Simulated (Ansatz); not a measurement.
Starting structure of a cell relaxation (symmetry kept):

```
In
1.0
     3.33548    0.00000    0.00000
    -1.66774    2.88861    0.00000
     0.00000    0.00000    5.50914
In
2
Cartesian
  0.0000 1.9257 1.3773
  1.6677 0.9629 4.1319
```

All numbers below come from DFT PBE+D3(BJ), scalar-relativistic, plane waves, PAW in Ansatz.

Cutoff 420 eV; k points 15×15×8 on the computed 2-atom cell (Γ-centred); Gaussian smearing, width 0.10 eV; no spin polarisation.

Problem. What does it relax to?

Solution. The volume drops by 0.30 Å³/atom to 26.24 Å³/atom, and the energy falls by 0.5 meV/atom. Final structure:
```
In
1.0
     3.32877    0.00000    0.00000
    -1.66438    2.88280    0.00000
     0.00000    0.00000    5.46842
In
2
Direct
  0.33333 0.66667 0.25000
  0.66667 0.33333 0.75000
```

Course of the relaxation (steps run on the plane waves of an earlier cell, and the basis is chosen afresh near the end, so energy and pressure can step there; trial steps that raised the energy were taken back; energies are free energies):

```tsv
step	E − E_final (meV/atom)	P (GPa)	V (Å³/atom)
1	0.5	-0.44	26.54
2	-0.1	-0.02	26.26
3	-0.1	0.02	26.24
4	0.0	0.02	26.24
```